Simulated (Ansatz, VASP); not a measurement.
Two plane-wave programs on Sn

```
Sn
1.0
    -1.85099    1.85099    1.85099
     1.85099   -1.85099    1.85099
     1.85099    1.85099   -1.85099
Sn
1
Cartesian
  0.0000 0.0000 0.0000
```

Alike in both runs: functional LDA; k mesh 9 × 9 × 9; no spin polarisation.

Ansatz relaxed the structure, and its values are those at the end. VASP's run is a single point on that final structure, the one shown.

|  | VASP | Ansatz |
| --- | --- | --- |
| version | VASP 6.6.1 | Ansatz 0.2.0 |
| potentials or method | VASP PAW LDA potentials, release 64 (Sn_d) | plane waves, PAW |
| plane-wave cutoff (eV) | 520 | 612 |
| occupations | fermi-dirac, width 0.1 eV | fermi-dirac |
| valence electrons in the cell | 14 | 14 |

```tsv
	VASP	Ansatz	Ansatz less VASP
pressure (GPa)	0.0	0.0	+0.02
```
